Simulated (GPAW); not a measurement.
# Ge (Fd-3m) in GPAW: a series of runs

The runs below take Ge through equation of state, band structure, with PBE, revPBE+D3, WC, vdW-DF.

Everything below comes from runs of GPAW 26.7.0. Logs are shortened: lines on timing, memory, paths and dates and some standing lists are left out, and cuts for length are marked. The log counts tension as positive stress, the text compression.

**What was measured.**

“Sub-monolayer structures of Ag overlayers on Ge(111): experimental observations and first-principles study”, 2019, arxiv:1908.00180 quotes, for a bulk crystal of Ge: bulk modulus 75.8 GPa.

“Electronic and optical properties of SixGe1-x-ySny alloys lattice-matched to Ge”, 2021, arxiv:2109.02782 reports, for a bulk crystal of Ge at 293 K: band gap 0.666 eV (indirect).

How close the calculation comes is told below.

## (1) The structure

It takes space group Fd-3m (No. 227, cubic). The conventional cell has a = 5.658 Å, b = 5.658 Å, c = 5.658 Å, α = 90.00°, β = 90.00°, γ = 90.00°. Ge (site symmetry -43m) has 4 Ge at 2.45 Å as nearest neighbours.

## (2) Equation of state, PBE

Input file run.py:

```python
from ase.eos import EquationOfState
from ase.io import Trajectory
from ase.spacegroup import crystal
from ase.units import GPa
from gpaw import GPAW

# Ge 8a
atoms = crystal(['Ge'],
                basis=[[0.25, 0.25, 0.25]],
                spacegroup=227, setting=1,  # Fd-3m
                cellpar=[5.65782, 5.65782, 5.65782, 90.0, 90.0, 90.0],
                primitive_cell=True)

traj = Trajectory('eos.traj', 'w')
volumes, energies = [], []
for x in [0.94, 0.96, 0.98, 1.0, 1.02, 1.04, 1.06]:
    a = atoms.copy()
    a.set_cell(atoms.cell * x**(1 / 3), scale_atoms=True)
    calc = GPAW(mode='lcao',
                h=0.18,
                basis='dz(dzp)',
                xc='PBE',
                kpts={'size': (8, 8, 8), 'gamma': True},
                occupations={'name': 'fermi-dirac', 'width': 0.05},
                convergence={'density': 1e-05, 'energy': 1e-05},
                maxiter=150,
                txt=f'eos-{x:.2f}.txt')
    a.calc = calc
    energies.append(a.get_potential_energy(force_consistent=True))
    volumes.append(a.get_volume())
    calc.write(f'eos-{x:.2f}.gpw')
    traj.write(a)
    print(f'{x:.2f} {volumes[-1]:10.4f} A^3 {energies[-1]:14.6f} eV', flush=True)

v0, e0, B = EquationOfState(volumes, energies, eos='birchmurnaghan').fit()
print(f'V0 = {v0:.4f} A^3, E0 = {e0:.6f} eV, B0 = {B / GPa:.2f} GPa')
```

Potentials or basis: GPAW PAW data sets (gpaw-data 1.2.1), lcao:dz(dzp).

Command:

```bash
$ OMP_NUM_THREADS=1 python run.py
```

Output:

```text
__  _  _
 | _ |_)|_||  |
 |__||  | ||/\| - 26.7.0

Input parameters:
  mode=LCAO(),
  basis={'default': 'dz(dzp)'},
  convergence={'density': 1e-05, 'energy': 1e-05},
  h=0.18,
  kpts=MonkhorstPack(size=(8, 8, 8), gamma=True),
  maxiter=150,
  occupations=Occupations(name='fermi-dirac', width=0.05),
  xc=XC(name='PBE')

           Ge

       Ge

Atoms  # Å, Bohr magnetons
|   | symbol |        x |        y |        z |    initial magnetic moments |
|---|--------|----------|----------|----------|-----------------------------|
| 0 |     Ge | 1.385580 | 1.385580 | 1.385580 | ( 0.0000,  0.0000,  0.0000) |
| 1 |     Ge | 0.000000 | 0.000000 | 0.000000 | ( 0.0000,  0.0000,  0.0000) |

Unit cell  # Å
| periodic |        x |        y |        z |  lengths |    angles |
|----------|----------|----------|----------|----------|-----------|
|      yes | 0.000000 | 2.771161 | 2.771161 | 3.919013 | 60.000000 |
|      yes | 2.771161 | 0.000000 | 2.771161 | 3.919013 | 60.000000 |
|      yes | 2.771161 | 2.771161 | 0.000000 | 3.919013 | 60.000000 |

Number of symmetries: 24
Symmetry operations  # r_c * U_cc + t_c -> r_c
|    | kind |            matrix            |
|----|------|------------------------------|
|  0 |  E   |  1, 0, 0,  0, 1, 0,  0, 0, 1 |
|  1 |  σ   |  1, 0, 0,  0, 0, 1,  0, 1, 0 |
|  2 |  σ   |  1, 0,-1,  0, 1,-1,  0, 0,-1 |
|  3 |  C3  |  1, 0,-1,  0, 0,-1,  0, 1,-1 |
|  4 |  C3  |  1,-1, 0,  0,-1, 1,  0,-1, 0 |
|  5 |  σ   |  1,-1, 0,  0,-1, 0,  0,-1, 1 |
|  6 |  σ   |  0, 1, 0,  1, 0, 0,  0, 0, 1 |
|  7 |  C3  |  0, 1, 0,  0, 0, 1,  1, 0, 0 |
|  8 |  C2  |  0, 1,-1,  1, 0,-1,  0, 0,-1 |
|  9 |  S4  |  0, 1,-1,  0, 0,-1,  1, 0,-1 |
| 10 |  C3  |  0, 0, 1,  1, 0, 0,  0, 1, 0 |
| 11 |  σ   |  0, 0, 1,  0, 1, 0,  1, 0, 0 |
| 12 |  S4  |  0, 0,-1,  1, 0,-1,  0, 1,-1 |
| 13 |  C3  |  0, 0,-1,  0, 1,-1,  1, 0,-1 |
| 14 |  S4  |  0,-1, 1,  1,-1, 0,  0,-1, 0 |
| 15 |  C2  |  0,-1, 1,  0,-1, 0,  1,-1, 0 |
| 16 |  C3  |  0,-1, 0,  1,-1, 0,  0,-1, 1 |
| 17 |  S4  |  0,-1, 0,  0,-1, 1,  1,-1, 0 |
| 18 |  S4  | -1, 1, 0, -1, 0, 1, -1, 0, 0 |
| 19 |  C3  | -1, 1, 0, -1, 0, 0, -1, 0, 1 |
| 20 |  C3  | -1, 0, 1, -1, 1, 0, -1, 0, 0 |
| 21 |  S4  | -1, 0, 1, -1, 0, 0, -1, 1, 0 |
| 22 |  σ   | -1, 0, 0, -1, 1, 0, -1, 0, 1 |
| 23 |  C2  | -1, 0, 0, -1, 0, 1, -1, 1, 0 |

BZ-sampling:
  Number of BZ points: 512
  Number of IBZ points: 29

  Monkhorst-Pack size: [8, 8, 8]
  Monkhorst-Pack shift: [0.0625, 0.0625, 0.0625]

K-points  # in reciprocal-cell coordinates
|     |                                coordinates |     weight |
|-----|--------------------------------------------|------------|
|   0 | (  0.00000000,   0.00000000,   0.00000000) | 0.00195312 |
|   1 | (  0.12500000,   0.12500000,   0.00000000) | 0.01171875 |
|   2 | (  0.12500000,   0.12500000,   0.12500000) | 0.01562500 |
|   3 | (  0.25000000,   0.12500000,   0.12500000) | 0.02343750 |
|   4 | (  0.25000000,   0.25000000,   0.00000000) | 0.01171875 |
|   5 | (  0.25000000,   0.25000000,   0.12500000) | 0.04687500 |
|   6 | (  0.25000000,   0.25000000,   0.25000000) | 0.01562500 |
|   7 | (  0.37500000,   0.25000000,  -0.37500000) | 0.04687500 |
|   8 | (  0.37500000,   0.25000000,   0.12500000) | 0.04687500 |
|   9 | (  0.37500000,   0.25000000,   0.25000000) | 0.04687500 |
| ... |                                            |            |
|  28 | (  0.50000000,   0.50000000,   0.50000000) | 0.00781250 |

basis functions: 16
Spin-components: 1 (collinear spins)
Bands:           8
Projectors:      10
Spin-degeneracy: 2
Datatype:        <class 'complex'>

Parallelization:
  kpt:    1
  domain: 1
  band:   1

Density:
  Valence electrons: 8.0
  Components: 1
  Grid points: [16 16 16]
  Charge: 0.0  # |e|

Potential:
  Grid points: [16 16 16]

species:
  Ge:
    name:    Germanium
    Z:       32.0
    valence: 4
    core:    28
    charge:  0.0  # [|e|]
    compensation charges:
      type: gauss
      rc: 0.32  # [Å]
      lmax: 2
    cutoffs:
      filter: 1.77  # [Å]
      core: 3.42  # [Å]
    projectors
    | kind |    occ | energy [eV] | rcut [Å] |
    |------|--------|-------------|----------|
    |   4s |  2.000 |     -11.726 |    1.005 |
    |   4p |  2.000 |      -3.896 |    1.005 |
    |    s |        |      15.485 |    1.005 |
    |    p |        |      23.315 |    1.005 |
    |    d |        |       0.000 |    1.005 |

    LCAO basis set for Ge:
      Name: dz(dzp)
      File: <dir>
      Number of radial functions: 4
      Number of spherical harmonics: 8
        l=0, rc=6.6406 Bohr: 4s-sz confined orbital
        l=1, rc=8.9688 Bohr: 4p-sz confined orbital
        l=0, rc=3.7500 Bohr: 4s-dz split-valence wave
        l=1, rc=5.3281 Bohr: 4p-dz split-valence wave
      Number of RI-basis functions 0

Reference energy: -114195.275705  # eV

eigensolver:
  <gpaw.new.lcao.eigensolver.LCAOEigensolver object>
density mixing:
  MSR1-Mixer
  Pratt-step length: 0.05
  Maximum mixing coefficient: 0.75
  Old densities: 10
  SVD Regularization: 0.005
  Good broyden scale: 1.0
  Trust region scale: 1.0
  Backstep threshold: 4.0
  History deletion threshold: 6.0
  Fourier metric: weight=20.0, sigma=0.015

occupation numbers:
  Fermi-Dirac:
    width: 0.0500  # eV

FastPoissonSolver using
    Stencil: 12*3+1=37 point O(h^6) finite-difference Laplacian
    FFT axes: [np.int64(0), np.int64(1), np.int64(2)]
    FST axes: []

xc functional:
  name: PBE with 2 nearest neighbor stencil
interpolation: tri-quintic # 5. degree polynomial

           Ge

       Ge

Atoms  # Å, Bohr magnetons
|   | symbol |        x |        y |        z |    initial magnetic moments |
|---|--------|----------|----------|----------|-----------------------------|
| 0 |     Ge | 1.385580 | 1.385580 | 1.385580 | ( 0.0000,  0.0000,  0.0000) |
| 1 |     Ge | 0.000000 | 0.000000 | 0.000000 | ( 0.0000,  0.0000,  0.0000) |

Unit cell  # Å
| periodic |        x |        y |        z |  lengths |    angles |
|----------|----------|----------|----------|----------|-----------|
|      yes | 0.000000 | 2.771161 | 2.771161 | 3.919013 | 60.000000 |
|      yes | 2.771161 | 0.000000 | 2.771161 | 3.919013 | 60.000000 |
|      yes | 2.771161 | 2.771161 | 0.000000 | 3.919013 | 60.000000 |

Number of symmetries: 24
Symmetry operations  # r_c * U_cc + t_c -> r_c
|    | kind |            matrix            |
|----|------|------------------------------|
|  0 |  E   |  1, 0, 0,  0, 1, 0,  0, 0, 1 |
|  1 |  σ   |  1, 0, 0,  0, 0, 1,  0, 1, 0 |
|  2 |  σ   |  1, 0,-1,  0, 1,-1,  0, 0,-1 |
|  3 |  C3  |  1, 0,-1,  0, 0,-1,  0, 1,-1 |
|  4 |  C3  |  1,-1, 0,  0,-1, 1,  0,-1, 0 |
|  5 |  σ   |  1,-1, 0,  0,-1, 0,  0,-1, 1 |
|  6 |  σ   |  0, 1, 0,  1, 0, 0,  0, 0, 1 |
|  7 |  C3  |  0, 1, 0,  0, 0, 1,  1, 0, 0 |
|  8 |  C2  |  0, 1,-1,  1, 0,-1,  0, 0,-1 |
|  9 |  S4  |  0, 1,-1,  0, 0,-1,  1, 0,-1 |
| 10 |  C3  |  0, 0, 1,  1, 0, 0,  0, 1, 0 |
| 11 |  σ   |  0, 0, 1,  0, 1, 0,  1, 0, 0 |
| 12 |  S4  |  0, 0,-1,  1, 0,-1,  0, 1,-1 |
| 13 |  C3  |  0, 0,-1,  0, 1,-1,  1, 0,-1 |
| 14 |  S4  |  0,-1, 1,  1,-1, 0,  0,-1, 0 |
| 15 |  C2  |  0,-1, 1,  0,-1, 0,  1,-1, 0 |
| 16 |  C3  |  0,-1, 0,  1,-1, 0,  0,-1, 1 |
| 17 |  S4  |  0,-1, 0,  0,-1, 1,  1,-1, 0 |
| 18 |  S4  | -1, 1, 0, -1, 0, 1, -1, 0, 0 |
| 19 |  C3  | -1, 1, 0, -1, 0, 0, -1, 0, 1 |
| 20 |  C3  | -1, 0, 1, -1, 1, 0, -1, 0, 0 |
| 21 |  S4  | -1, 0, 1, -1, 0, 0, -1, 1, 0 |
| 22 |  σ   | -1, 0, 0, -1, 1, 0, -1, 0, 1 |
| 23 |  C2  | -1, 0, 0, -1, 0, 1, -1, 1, 0 |

BZ-sampling:
  Number of BZ points: 512
  Number of IBZ points: 29

  Monkhorst-Pack size: [8, 8, 8]
  Monkhorst-Pack shift: [0.0625, 0.0625, 0.0625]

K-points  # in reciprocal-cell coordinates
|     |                                coordinates |     weight |
|-----|--------------------------------------------|------------|
|   0 | (  0.00000000,   0.00000000,   0.00000000) | 0.00195312 |
|   1 | (  0.12500000,   0.12500000,   0.00000000) | 0.01171875 |
|   2 | (  0.12500000,   0.12500000,   0.12500000) | 0.01562500 |
|   3 | (  0.25000000,   0.12500000,   0.12500000) | 0.02343750 |
|   4 | (  0.25000000,   0.25000000,   0.00000000) | 0.01171875 |
|   5 | (  0.25000000,   0.25000000,   0.12500000) | 0.04687500 |
|   6 | (  0.25000000,   0.25000000,   0.25000000) | 0.01562500 |
|   7 | (  0.37500000,   0.25000000,  -0.37500000) | 0.04687500 |
|   8 | (  0.37500000,   0.25000000,   0.12500000) | 0.04687500 |
|   9 | (  0.37500000,   0.25000000,   0.25000000) | 0.04687500 |
| ... |                                            |            |
|  28 | (  0.50000000,   0.50000000,   0.50000000) | 0.00781250 |

basis functions: 16
Spin-components: 1 (collinear spins)
Bands:           8
Projectors:      10
Spin-degeneracy: 2
Datatype:        <class 'complex'>

Parallelization:
  kpt:    1
  domain: 1
  band:   1

Density:
  Valence electrons: 8.0
  Components: 1
  Grid points: [16 16 16]
  Charge: 0.0  # |e|

Potential:
  Grid points: [16 16 16]

species:
  Ge:
    name:    Germanium
    Z:       32.0
    valence: 4
    core:    28
    charge:  0.0  # [|e|]
    compensation charges:
      type: gauss
      rc: 0.32  # [Å]
      lmax: 2
    cutoffs:
      filter: 1.77  # [Å]
      core: 3.42  # [Å]
    projectors
    | kind |    occ | energy [eV] | rcut [Å] |
    |------|--------|-------------|----------|
    |   4s |  2.000 |     -11.726 |    1.005 |
    |   4p |  2.000 |      -3.896 |    1.005 |
    |    s |        |      15.485 |    1.005 |
    |    p |        |      23.315 |    1.005 |
    |    d |        |       0.000 |    1.005 |

    LCAO basis set for Ge:
      Name: dz(dzp)
      File: <dir>
      Number of radial functions: 4
      Number of spherical harmonics: 8
        l=0, rc=6.6406 Bohr: 4s-sz confined orbital
        l=1, rc=8.9688 Bohr: 4p-sz confined orbital
        l=0, rc=3.7500 Bohr: 4s-dz split-valence wave
        l=1, rc=5.3281 Bohr: 4p-dz split-valence wave
      Number of RI-basis functions 0

Reference energy: -114195.275705  # eV

eigensolver:
  <gpaw.new.lcao.eigensolver.LCAOEigensolver object>
density mixing:
  MSR1-Mixer
  Pratt-step length: 0.05
  Maximum mixing coefficient: 0.75
  Old densities: 10
  SVD Regularization: 0.005
  Good broyden scale: 1.0
  Trust region scale: 1.0
  Backstep threshold: 4.0
  History deletion threshold: 6.0
  Fourier metric: weight=20.0, sigma=0.015

occupation numbers:
  Fermi-Dirac:
    width: 0.0500  # eV

FastPoissonSolver using
    Stencil: 12*3+1=37 point O(h^6) finite-difference Laplacian
    FFT axes: [np.int64(0), np.int64(1), np.int64(2)]
    FST axes: []

xc functional:
  name: PBE with 2 nearest neighbor stencil
interpolation: tri-quintic # 5. degree polynomial

convergence criteria:
- Maximum integral of absolute [dens]ity change: 1e-05 electrons / valence electron
- Maximum [total energy] change in last 3 cyles: 1e-05 eV / valence electron
- Maximum integral of absolute [eigenst]ate change: 4e-08 eV^2 / valence electron
maximum number of iterations: 150

SCF iterations
|iter     | |      energy | eigst |  dens |
|---------|-|-------------|-------|-------|
|iter:   1| |   -8.371616 |      c|       |
|iter:   2| |   -8.372028 |      c| -1.07 |
|iter:   3| |   -8.377331 |      c| -1.10 |
|iter:   4| |   -8.378484 |      c| -1.61 |
|iter:   5| |   -8.378487 |      c| -3.16 |
|iter:   6| |   -8.378488c|      c| -3.80 |
|iter:   7| |   -8.378488c|      c| -4.50 |
|iter:   8| |   -8.378488c|      c| -5.97c|

Converged in 8 steps
Energy contributions relative to reference atoms: (reference = -114195.275705)

Energy contributions:
  Kinetic:          39.212928
  Coulomb:         -34.496920
  Zero:             -0.056772
  External:          0.000000
  Xc:              -13.037667
  Entropy:          -0.000115
  Spinorbit:         0.000000
  ----------------------------
  Free energy:      -8.378545
  Extrapolated:     -8.378488

dipole moment: (-21.563549, -21.563549, -21.563549)  # |e|*Ang

Fermi level: 6.928
Eigenvalues  # (at kpt = [0.000, 0.000, 0.000])
| band index |      eig [eV] | occ [0-2] |
|------------|---------------|-----------|
|          0 |        -6.642 |     2.000 |
|          1 |         6.727 |     1.964 |
|          2 |         6.728 |     1.964 |
|          3 |         6.728 |     1.964 |
|          4 |         7.282 |     0.002 |
|          5 |         9.606 |     0.000 |
|          6 |         9.606 |     0.000 |
|          7 |         9.606 |     0.000 |

Gap: 0.422 eV
Transition (v -> c):
  (s=0, k=0, n=3, [0.00, 0.00, 0.00]) -> (s=0, k=28, n=4, [0.50, 0.50, 0.50])
Direct/indirect transitions are different
Direct gap: 0.554 eV
Transition at: (s=0, k=0, n=3, [0.00, 0.00, 0.00])
# Writing to eos-0.94.gpw (mode='')
```

It took 1.7 min on 1 thread of Intel Xeon Platinum 8488C (Sapphire Rapids), shared host; peak memory 0.18 GiB.

These settings aren't checked as converged: the numbers below hold their error.

What came out:

| Item | Value |
| --- | --- |
| Equilibrium volume | 23.86 Å³/atom (rough: see the caveat) |
| Bulk modulus | 134 GPa (rough) |

Caveat: the energies scatter about the fit; the fit is doubtful: noisy points or a state that changes with volume; the basis of atomic orbitals isn't converged, which shifts pressures, moduli and gaps.

(Part 1 of 2 ends here.)
